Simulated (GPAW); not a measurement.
Runs of GPAW 26.7.0 on Au. It takes space group Cmcm (No. 63, orthorhombic). The conventional cell has a = 2.823 Å, b = 5.112 Å, c = 4.893 Å, α = 90.00°, β = 90.00°, γ = 90.00°. Au (site symmetry m2m) has 12 Au at 2.82 to 2.97 Å as nearest neighbours. This isn't the form of Au at room conditions, which is fcc.

```csv
task,level,potentials or basis,cell,k mesh,gap on the mesh (eV),pressure (GPa),V0 of scaled cells (Å³/atom),B0 (GPa),largest force (eV/Å)
equation of state,LDA,"the program's PAW data sets (release 1.2.1) made for this functional, pw",as given,9 × 9 × 5,-,-,16.94,192,-
equation of state,PBE,"GPAW PAW data sets (gpaw-data 1.2.1), pw",as given,11 × 11 × 6,-,-,18.28,(a),-
equation of state,PBEsol,"PAW data sets generated in the run's folder for this functional, pw",as given,9 × 9 × 5,-,-,(c),172,-
single point,PBE,"GPAW PAW data sets (gpaw-data 1.2.1), pw","atoms moved at random, drawn with an rms of 0.05 Å",11 × 11 × 6,none,5.4,-,-,0.35
single point,PBE,"GPAW PAW data sets (gpaw-data 1.2.1), pw",as given,11 × 11 × 6,none,(b),-,-,0.03
```

Alike in all rows: no spin polarisation; cutoff (eV) 600; smearing fermi-dirac 0.05 eV.

**Question.** Estimate the missing entries.

**Answer.** (a) 135; (b) 5.2; (c) 17.34.

Caveats: with this Au data set, volumes or pressures lay over 1.5 % or 2 GPa off other programs in two to four cells of ten; the cell was scaled at fixed shape and fractional positions, which overstates the stiffness of a crystal with free parameters, most of all of layers and chains (some runs).

A k mesh can miss the band edges, and the runs leave out spin-orbit coupling on Au.

A gap of «none» marks a metal or a gap under the smearing width.
